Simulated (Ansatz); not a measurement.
Au under changes of volume

One of the cells (17.771 Å³/atom); the others are scaled copies at fixed shape and fractional positions:

```
Au
1.0
     2.90000    0.00000    0.00000
    -1.45000    2.51147    0.00000
     0.00000    0.00000    4.88000
Au
2
Direct
  0.66667 0.33333 0.25000
  0.33333 0.66667 0.75000
```

This isn't the form of Au at room conditions, which is fcc.

| Quantity | Value |
| --- | --- |
| Program | Ansatz 0.2.0 |
| Functional | PBEsol |
| Potentials or basis | all-electron LAPW, scalar-relativistic |
| Cutoff | 263 eV (chosen from the basis error) |
| Basis error allowed | 0.0005 eV/atom |
| k mesh | 11 × 11 × 6 |
| Occupations | fermi-dirac, width 0.05 eV |
| Spin | no spin polarisation |

| volume (Å³/atom) | energy over the lowest point (meV/atom) | pressure (GPa) |
| --- | --- | --- |
| 16.705 | 3.38 | 3.5 |
| 17.060 | 0.00 | -0.3 |
| 17.416 | 4.39 | -3.6 |
| 17.771 | 15.59 | -6.5 |
| 18.127 | 32.76 | -9.0 |
| 18.482 | 55.11 | -11.1 |
| 18.837 | ? | ? |

What does the run at 18.837 Å³/atom give?

Energy over the lowest point 81.94 meV/atom; pressure -13.0 GPa.

Worked out: A Birch-Murnaghan fit of order 3 (a polynomial in V^(-2/3)) to the other rows has its minimum at 17.03 Å³/atom with B0 = V·E''(V) = 170 GPa and B' = 5.3 at fixed shape and positions, which overstates the stiffness. It gives 81.99 meV/atom at 18.837 Å³/atom, against the run's 81.94, and -dE/dV = -13.1 GPa, against -13.0.

Energies are extrapolated to zero smearing.
